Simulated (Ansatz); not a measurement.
## What moves the field gradients of TaN?

Cell of run 1: an entry of the Crystallography Open Database (COD), atoms as given.

Space group P6/mmm (No. 191); a = 5.1850, c = 2.9080 Å, γ = 120.00°.

| site | Wyckoff | site symmetry | x | y | z |
| --- | --- | --- | --- | --- | --- |
| Ta1 | 1a | 6/mmm | 0.0000 | 0.0000 | 0.0000 |
| Ta2 | 2d | -6m2 | 0.3333 | 0.6667 | 0.5000 |
| N | 3f | mmm | 0.5000 | 0.0000 | 0.0000 |

One atom of each set is listed.

Relaxed positions (PBE, cell held):

Ta1 (0.0000, 0.0000, 0.0000)
Ta2 (0.3333, 0.6667, 0.5000)
N (0.5000, 0.0000, 0.0000)

All runs are DFT with Ansatz 0.2.0 (plane waves and PAW, scalar-relativistic unless spin–orbit coupling is named, Γ-centred meshes, Fermi–Dirac smearing where given) in this cell. Start moments of run 1 as typed (μB): 2 on each Ta, none on the rest.

Run 1: PBE, parallel start moments, atoms as given; 420 eV, 10×10×16 k-points, smearing 0.05 eV.
Run 2: r2SCAN, parallel start moments, at the relaxed atoms; 500 eV, 10×10×16 k-points, smearing 0.05 eV.
Run 3: PBE with spin–orbit coupling, parallel start moments, at the relaxed atoms; 420 eV, 10×10×16 k-points, smearing 0.05 eV.
Run 4: LDA, parallel start moments, at the relaxed atoms; 420 eV, 10×10×16 k-points, smearing 0.05 eV.
Run 5: PBEsol, parallel start moments, at the relaxed atoms; 420 eV, 10×10×16 k-points, smearing 0.05 eV.

```tsv
run	Ta1 V_zz (η)	Ta2 V_zz (η)	N V_zz (η)
1	-46.4 (0.00)	-38.2 (0.00)	2.93 (0.80)
2	?	?	?
3	-48.6 (0.00)	-37.9 (0.00)	2.90 (0.80)
4	-46.0 (0.00)	-38.4 (0.00)	2.97 (0.79)
5	-45.7 (0.00)	-37.9 (0.00)	2.96 (0.78)
```

V_zz in 10²¹ V/m².

(1) Estimate the row of run 2.

## Answers

(1) Ta1: -47.8 (0.00); Ta2: -39.6 (0.00); N: 2.95 (0.86). It lies nearest to run 1, from whose tensors on these sites it differs by 1.38 at most (largest principal value of the difference, on Ta2). Taken one at a time, spin–orbit coupling moves the tensors on these sites by up to 2.19 (largest principal value of the change, on Ta1), the functional (between the two that differ most) by 2.11 (Ta1). Without a gap such differences can lie within the error of the k-mesh, so this order isn't firm.

With these PAW files V_zz is typically within 2 to 3 % of all-electron values, but misses above 10 % occur on Ta. In run 2 the program didn't check the stability of the electronic state in full, so a lower one may lie near. In runs 1, 2, 3, 4, 5 there is no gap above 0.1 eV, so the gradients can move by 10 % or more with the k-mesh. In runs 1, 2, 3, 4, 5 the start moments die out. The cell isn't the equilibrium one in runs 1, 2, 3 (calculated pressure 10, 6, 10 GPa), and the entry's cell may itself be off.
